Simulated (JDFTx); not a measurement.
# Pt (Im-3m) in JDFTx: further runs, part 2 of 2

JDFTx 1.7.0 (patched build).

## 3. Relaxation of cell and atoms, SCAN

The input, Pt.in:

```
lattice \
   -1.5842200000     1.5842200000     1.5842200000 \
    1.5842200000    -1.5842200000     1.5842200000 \
    1.5842200000     1.5842200000    -1.5842200000
latt-scale 1.889726124626 1.889726124626 1.889726124626
coords-type Lattice
ion Pt     0.0000000000     0.0000000000     0.0000000000 1

ion-species pseudo/Pt.upf
elec-cutoff 40
elec-ex-corr mgga-x-scan mgga-c-scan
kpoint-folding 6 6 6
elec-smearing Fermi 0.0018374661
elec-n-bands 15
electronic-SCF nIterations 100 energyDiffThreshold 1e-09
electronic-minimize nIterations 30 energyDiffThreshold 1e-7
forces-output-coords Cartesian
lattice-minimize nIterations 40 energyDiffThreshold 1e-6

dump-name run.$VAR
dump End Ecomponents EigStats BandEigs Kpoints Forces Stress
```

Potentials or basis: SG15-PBE-1.2 with smoothed tails.

Launch:

```bash
> jdftx -c 1 -i Pt.in -o Pt.out
```

Output:

```text
*************** JDFTx 1.7.0 (patched build) ***************

Input parsed successfully to the following command list (including defaults):
[... the input with its defaults ...]

---------- Setting up symmetries ----------

Found 48 point-group symmetries of the bravais lattice
Found 48 space-group symmetries with basis
Applied RMS atom displacement 0 bohrs to make symmetries exact.

---------- Initializing the Grid ----------
R =
[     -2.99374      2.99374      2.99374  ]
[      2.99374     -2.99374      2.99374  ]
[      2.99374      2.99374     -2.99374  ]
unit cell volume = 107.326
G =
[ 1.90935e-17    1.04939    1.04939  ]
[    1.04939 1.90935e-17    1.04939  ]
[    1.04939    1.04939 1.90935e-17  ]
Minimum fftbox size, Smin = [  32  32  32  ]
Chosen fftbox size, S = [  32  32  32  ]

---------- Exchange Correlation functional ----------
Initialized LibXC exchange functional 'SCAN exchange of Sun, Ruzsinszky, and Perdew'
Initialized LibXC correlation functional 'SCAN correlation of Sun, Ruzsinszky, and Perdew'

---------- Setting up pseudopotentials ----------
Width of ionic core gaussian charges (only for fluid interactions / plotting) set to 0

Reading pseudopotential file 'pseudo/Pt.upf':
  'Pt' pseudopotential, 'PBE' functional
[... 326 lines left out ...]
SCF: Converged (|Delta E|<1.000000e-09 for 2 iters).

Setting wave functions to eigenvectors of Hamiltonian
LatticeMinimize: 	Wolfe criterion not satisfied: alpha: 1  (E-E0)/|gdotd0|: 0.55888  gdotd/gdotd0: 0.626848 (taking cubic step)

-------- Electronic minimization -----------
Will mix electronic and kinetic density at each iteration.
	FillingsUpdate:  mu: +0.815864909  nElectrons: 18.000000
	FillingsUpdate:  mu: +0.815898494  nElectrons: 18.000000
SCF: Cycle:  0   F: -121.273561502810367   dF: -1.280e-09   |Residual|: 1.043e-04   |deigs|: 1.342e-06
	FillingsUpdate:  mu: +0.815892123  nElectrons: 18.000000
SCF: Cycle:  1   F: -121.273561505018534   dF: -2.208e-09   |Residual|: 2.593e-04   |deigs|: 8.666e-06
	FillingsUpdate:  mu: +0.815896157  nElectrons: 18.000000
[... 2 further cycles ...]
SCF: Cycle:  4   F: -121.273561506486075   dF: -5.748e-11   |Residual|: 1.009e-04   |deigs|: 1.068e-06
	FillingsUpdate:  mu: +0.815886117  nElectrons: 18.000000
SCF: Cycle:  5   F: -121.273561506548873   dF: -6.280e-11   |Residual|: 9.088e-05   |deigs|: 7.657e-07
SCF: Converged (|Delta E|<1.000000e-09 for 2 iters).

Setting wave functions to eigenvectors of Hamiltonian
LatticeMinimize: 	Wolfe criterion not satisfied: alpha: 0.133143  (E-E0)/|gdotd0|: 0.322039  gdotd/gdotd0: 2.11506 (taking cubic step)

-------- Electronic minimization -----------
Will mix electronic and kinetic density at each iteration.
	FillingsUpdate:  mu: +0.815886117  nElectrons: 18.000000
	FillingsUpdate:  mu: +0.815885484  nElectrons: 18.000000
SCF: Cycle:  0   F: -121.273561506722146   dF: -1.911e-11   |Residual|: 1.318e-05   |deigs|: 6.088e-07
	FillingsUpdate:  mu: +0.815886370  nElectrons: 18.000000
SCF: Cycle:  1   F: -121.273561506741117   dF: -1.897e-11   |Residual|: 5.771e-06   |deigs|: 1.071e-06
SCF: Converged (|Delta E|<1.000000e-09 for 2 iters).
[... 25 lines left out ...]
# Energy components:
   Eewald =      -99.6416050697679481
       EH =       20.1434392891877536
     Eloc =      -78.1379508729406496
      Enl =       10.8484123780230615
      Exc =      -11.5924413037665168
       KE =       37.1067788858926804
-------------------------------------
     Etot =     -121.2733666933716279
       TS =        0.0001948133694865
-------------------------------------
        F =     -121.2735615067411175

LatticeMinimize: Iter:   4  F: -121.273561506741117  |grad|_K:  6.571e-06  alpha:  6.153e-03  linmin:  1.000e+00
LatticeMinimize: Converged (|Delta F|<1.000000e-06 for 2 iters).

Dumping 'run.eigStats' ...
	eMin: -2.895922 at state 0 ( [ +0.000000 +0.000000 +0.000000 ] spin 0 )
	HOMO: +0.810193 at state 2 ( [ +0.000000 +0.000000 +0.333333 ] spin 0 )
	mu  : +0.815886
	LUMO: +0.819803 at state 12 ( [ +0.166667 +0.500000 -0.333333 ] spin 0 )
	eMax: +1.884783 at state 0 ( [ +0.000000 +0.000000 +0.000000 ] spin 0 )
	HOMO-LUMO gap: +0.009610
	Optical gap  : +0.026229 at state 10 ( [ +0.166667 +0.333333 -0.333333 ] spin 0 )
Done!
[note: the HOMO, LUMO and gaps printed at the end count levels as full or empty at half filling, so they show a gap where a level is partly filled]
```

Run time: 2.2 min. Hardware: 1 thread of Arm Neoverse V1, shared host; peak memory 0.05 GiB.

Results:

- Free energy: -3300.0217 eV
- Relaxed volume: 15.35 Å³/atom
- Relaxed cell: a = 2.712 Å, b = 2.712 Å, c = 2.712 Å, α = 109.47°, β = 109.47°, γ = 109.47°
- Space group after relaxing (to 0.05 Å): Im-3m (No. 229)
- Energy gained by relaxing: 16.2 meV/atom
- Ionic steps: 5
- Pressure after relaxing: 0.0 GPa
- Band gap on the k mesh: none (metal or under the smearing width)

Step by step:
```tsv
step	energy change (eV)	largest force (eV/Å)	pressure (GPa)	volume (Å³)
1	0.0000	0.0000	-8.96	15.90
2	-0.0036	0.0000	-7.95	15.84
3	-0.0161	0.0000	0.14	15.34
4	-0.0162	0.0000	0.01	15.35
5	-0.0162	0.0000	-0.01	15.35
```

Final structure:
```cif
data_structure
_symmetry_space_group_name_H-M 'P 1'
_symmetry_Int_Tables_number 1
_cell_length_a 2.7115
_cell_length_b 2.7115
_cell_length_c 2.7115
_cell_angle_alpha 109.471
_cell_angle_beta 109.471
_cell_angle_gamma 109.471
_cell_volume 15.35
loop_
_atom_site_label
_atom_site_type_symbol
_atom_site_fract_x
_atom_site_fract_y
_atom_site_fract_z
_atom_site_occupancy
Pt1 Pt 0.00000 0.00000 0.00000 1
```

Caveat: the k mesh is coarse (spacing up to 0.47 Å⁻¹), so the values aren't converged; meta-GGA forces are noisy on this grid; the potentials were made for another functional, which shifts forces and pressure. Spin-orbit coupling is left out, which matters for the levels of Pt.

## 4. Relaxation of cell and atoms, TPSS

Edit Pt.in of step 3 so:

```diff
@@ -10,3 +10,3 @@
 elec-cutoff 40
-elec-ex-corr mgga-x-scan mgga-c-scan
+elec-ex-corr mgga-TPSS
 kpoint-folding 6 6 6
```

Launch:

```bash
> jdftx -c 1 -i Pt.in -o Pt.out
```

It took 2.4 min on 1 thread of Arm Neoverse V1, shared host; peak memory 0.05 GiB.

It converged, with:

```
Free energy                            : -3299.4416 eV
Relaxed volume                         : 15.59 Å³/atom
Relaxed cell                           : a = 2.726 Å, b = 2.726 Å, c = 2.726 Å, α = 109.47°, β = 109.47°, γ = 109.47°
Space group after relaxing (to 0.05 Å) : Im-3m (No. 229)
Energy gained by relaxing              : 4.8 meV/atom
Ionic steps                            : 7
Pressure after relaxing                : 0.0 GPa
Band gap on the k mesh                 : none (metal or under the smearing width)
```

The path:
| step | energy change (eV) | largest force (eV/Å) | pressure (GPa) | volume (Å³) |
| --- | --- | --- | --- | --- |
| 1 | 0.0000 | 0.0000 | -4.83 | 15.90 |
| 2 | -0.0011 | 0.0000 | -4.28 | 15.87 |
| 3 | -0.0048 | 0.0000 | -0.05 | 15.60 |
| 4 | -0.0048 | 0.0000 | 0.00 | 15.59 |
| 5 | -0.0048 | 0.0000 | -0.01 | 15.59 |
| 6 | -0.0048 | 0.0000 | 0.00 | 15.59 |
| 7 | -0.0048 | 0.0000 | 0.00 | 15.59 |

Final structure:
```
CELL_PARAMETERS angstrom
-1.57388 1.57388 1.57388
1.57388 -1.57388 1.57388
1.57388 1.57388 -1.57388
ATOMIC_POSITIONS crystal
Pt 0.00000 0.00000 0.00000
```

Levels at points of the mesh, in eV from the Fermi level:
| k point | band 6 | band 7 | band 8 | band 9 | band 10 | band 11 | band 12 | band 13 |
| --- | --- | --- | --- | --- | --- | --- | --- | --- |
| (0.00, 0.00, 0.00) | -3.30 | -3.30 | -3.30 | -0.85 | -0.85 | 17.19 | 17.19 | 17.19 |
| (0.00, 0.00, 0.50) | -4.78 | -1.00 | -0.51 | 0.38 | 1.36 | 6.69 | 13.37 | 16.34 |
| (0.50, 0.50, 0.50) | -6.10 | 0.82 | 0.82 | 0.82 | 7.96 | 7.96 | 7.96 | 13.24 |

Caveat: the k mesh is coarse (spacing up to 0.47 Å⁻¹), so the values aren't converged; meta-GGA forces are noisy on this grid; the potentials were made for another functional, which shifts forces and pressure. Spin-orbit coupling is left out, which matters for the levels of Pt.

## 5. Summary

```csv
level,gap on the mesh (eV),pressure (GPa),relaxed volume (Å³/atom)
r2SCAN,none,0.0,15.53
SCAN,none,0.0,15.35
TPSS,none,0.0,15.59
```

Alike in all rows: task relaxation of cell and atoms; potentials or basis SG15-PBE-1.2 with smoothed tails; no spin polarisation; cell relaxed; k mesh 6 × 6 × 6; cutoff (eV) 1088; smearing fermi-dirac 0.05 eV; the mesh is coarse, so values aren't converged.

Caveats: all runs use coarse meshes; meta-GGA forces are noisy on this grid; the potentials were made for another functional, which shifts forces and pressure.

Total energies depend on the potentials used, so only differences within one code and one set of settings carry meaning.
